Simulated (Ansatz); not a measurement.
Nb, DFT, PBE, all-electron LAPW, scalar-relativistic (Ansatz 0.2.0), run on 1 thread of Intel(R) Xeon(R) Platinum 8488C (Sapphire Rapids) on a shared host.

The cell is COD entry 1534903, as deposited and not checked against the literature; nothing was relaxed. The listed cell was then made from it by scaling, straining or moving an atom.

Command: `ansatz run input.yaml --threads 1 --pin off --max-ram 3072MiB --backend cpu --events-out ev --progress --plain --runs-dir out`

```yaml
crystal:
  lattice:
    - [0.0, 2.13615, 2.115]
    - [2.13615, 0.0, 2.115]
    - [2.13615, 2.13615, 0.0]
  atoms:
    - { symbol: Nb, position: [0.0, 0.0, 0.0] }
kpoints:
  mp_grid: { grid: [13, 13, 13] }
  band_path:
    path:
      - [0.0, 0.0, 0.0]
      - [0.0, 0.5, 0.5]
      - [0.25, 0.75, 0.5]
      - [0.0, 0.5, 0.0]
      - [0.0, 0.0, 0.0]
      - [0.5, 0.5, 0.0]
      - [0.3775125, 0.6224875, 0.0]
      - [-0.3775125, 0.3775125, 0.0]
      - [0.0, 0.0, 0.0]
    npoints: 5
scf:
  occupations: { method: fermi_dirac, width: 0.08 }
hamiltonian:
  xc: pbe
  pseudopotentials: { kind: all_electron, lapw: { basis_error: 0.00025 } }
output:
  forces: true
  stress: true
  eigenvalues: true
```

Question: How large is the problem that the program sets up?

Answer: 196 irreducible k-points, 169 plane waves at Γ, 19 bands.

Question: About how long does it take, and how much memory does it use?

Answer: 13 s of wall time for 6 SCF iterations, with a peak of 0.43 GiB. Times on shared machines scatter by tens of per cent.
